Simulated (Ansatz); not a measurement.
Here is an Ansatz 0.2.0 calculation.

Contents of input.yaml:

```yaml
crystal:
  lattice:
    - [-2.8025, 2.8025, 2.8025]
    - [2.8025, -2.8025, 2.8025]
    - [2.8025, 2.8025, -2.8025]
  atoms:
    - { symbol: Rb, position: [0.0, 0.0, 0.0] }
hamiltonian:
  xc: pbesol
  pseudopotentials: { kind: paw }
kpoints:
  mp_grid: { grid: [7, 7, 7] }
scf:
  occupations: { method: fermi_dirac, width: 0.05 }
output:
  forces: true
  stress: true
  eigenvalues: true
```

Potentials or basis: Ansatz PAW.

Command:

```console
$ ansatz run input.yaml --threads 2 --pin off --max-ram 5632MiB --backend cpu --events-out ev --progress --plain --runs-dir out
```

Problem. Estimate the band gap on the k mesh.

Solution. None (metal or under the smearing width).

Problem. What does it give for the pressure?

Solution. -0.1 GPa.

Caveat: the PAW data sets come from PBE, with cores solved anew for the run's functional, which leaves a small shift of forces and pressure.
